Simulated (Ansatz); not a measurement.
Ag under pressure: fit and missing row

Ag, Fm-3m, a = 4.147 Å. Ansatz: PBE, PAW, 420 eV, Γ-centred 18×18×18 mesh on 1 atom, Gaussian smearing 0.10 eV; no spin polarisation. Cell and atoms are relaxed at each pressure, and no other structure is tried, so the rows at high pressure may lie past a change of phase.

| V (Å³/atom) | P (GPa) |
| --- | --- |
| ? | 39.99 |
| 15.450 | 19.98 |
| 16.383 | 9.99 |
| 17.010 | 5.00 |
| 17.472 | 2.00 |
| 17.836 | -0.01 |
| 18.256 | -2.00 |

Take V0 = 17.836 Å³/atom, count pressures from its P0 = -0.01 GPa, fit the third-order Birch–Murnaghan form to the other rows, and predict the missing volume.

With the Eulerian strain f = ½[(V0/V)^(2/3) − 1] and y = (P − P0)/[3f(1 + 2f)^(5/2)], the form is the line y = B0 + 1.5 B0 (B0′ − 4) f. Rows (f, y): 0.05024, 104.4; 0.02914, 99.3; 0.01606, 96.1; 0.00692, 93.6; -0.00770, 89.6. Means f = 0.01893, y = 96.600; Σ(Δf)² = 0.001946, ΣΔfΔy = 0.4957; the slope is their ratio. y = 91.78 + 254.7 f GPa, so B0 = 91.8 GPa and B0′ = 4 + 2 × (254.7)/(3 × 91.78) = 5.85. P = 39.99 GPa is met at f = 0.08132 (y = 112.49), so V = V0 (1 + 2f)^(−3/2) = 14.228 Å³/atom. The run gave 14.211 Å³/atom, so the fit is 0.017 Å³/atom too high, 0.42 % of the span of the series, against an rms of 0.002 Å³/atom on the fitted rows. The row lies outside the fitted range. A fourth-order term fitted to the same rows gives P = 39.81 GPa at this row's volume (the line 40.33, the run 39.99), which recovers part of the miss.